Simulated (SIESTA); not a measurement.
Crystal: Sn.

```xyz
2
Lattice="0.0000 3.2333 3.2333 3.2333 0.0000 3.2333 3.2333 3.2333 0.0000" Properties=species:S:1:pos:R:3 pbc="T T T"
Sn    4.8500    4.8500    4.8500
Sn    3.2333    3.2333    3.2333
```

This isn't the form of Sn at room conditions, which is tetragonal (white tin).

- Program: SIESTA 5.4.2
- Task: relaxation of cell and atoms
- Functional: PBE
- Potentials or basis: PseudoDojo 0.4 standard (PBE files)
- Basis: TZDP (energy shift 0.003 Ry; two zetas on semicore shells)
- Grid cutoff: 500 Ry
- Energy shift: 0.003 Ry
- k mesh: 7 × 7 × 7
- Occupations: fermi-dirac, width 0.05 eV
- Spin: no spin polarisation

At the start: pressure 4.3 GPa; volume 33.80 Å³/atom.

Task: How do energy, volume and symmetry change on relaxing?

Result: Over 4 steps the energy falls by 42.1 meV/atom and the volume is 37.38 Å³/atom (+10.6 %); space group Fd-3m (No. 227, to 0.05 Å).

Step by step:
```
step  energy change (eV)  largest force (eV/Å)  pressure (GPa)  volume (Å³)
   1              0.0000                0.0001            4.27        67.61
   2             -0.0077                0.0002            4.04        67.91
   3             -0.0836                0.0000            0.35        74.01
   4             -0.0842                0.0002            0.01        74.75
```

Final structure:
```xyz
2
Lattice="0.0005 3.3437 3.3437 3.3437 0.0005 3.3437 3.3437 3.3437 0.0005" Properties=species:S:1:pos:R:3 pbc="T T T"
Sn    5.0159    5.0159    5.0159
Sn    3.3441    3.3441    3.3441
```

Caveat: the volume moved by +11 % from the deposited cell, more than functionals usually miss; the basis of atomic orbitals isn't converged, which shifts pressures, moduli and gaps.
